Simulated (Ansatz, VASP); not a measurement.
**One calculation of InSb, two programs**

```xyz
2
Lattice="-2.9582 2.9582 1.6178 2.9582 -2.9582 1.6178 2.9582 2.9582 -1.6178" Properties=species:S:1:pos:R:3 pbc="T T T"
In    2.9582    0.0000    0.8089
Sb    0.0000    0.0000    0.0000
```

Alike in both runs: functional PBE; k mesh 14 × 14 × 14; occupations gaussian, width 0.1 eV; no spin polarisation.

Ansatz relaxed the structure, and its values are those at the end. VASP's run is a single point on that final structure, the one shown.

|  | VASP | Ansatz |
| --- | --- | --- |
| version | VASP 6.6.1 | Ansatz 0.2.0 |
| potentials or method | VASP PAW PBE potentials, release 64 (In_d, Sb) | scalar-relativistic, plane waves, PAW |
| plane-wave cutoff (eV) | 520 | 420 |
| valence electrons in the cell | 18 | 28 |

|  | VASP | Ansatz | Ansatz less VASP |
| --- | --- | --- | --- |
| gap on the k mesh at the Fermi level (eV) | none | none | - |
| pressure (GPa) | 0.0 | 0.0 | +0.05 |

A gap of «none» marks a metal or a gap that the smearing closes. The two sets of potentials don't hold the same shells in valence.

Spin-orbit coupling is left out, which matters for the levels of Sb.
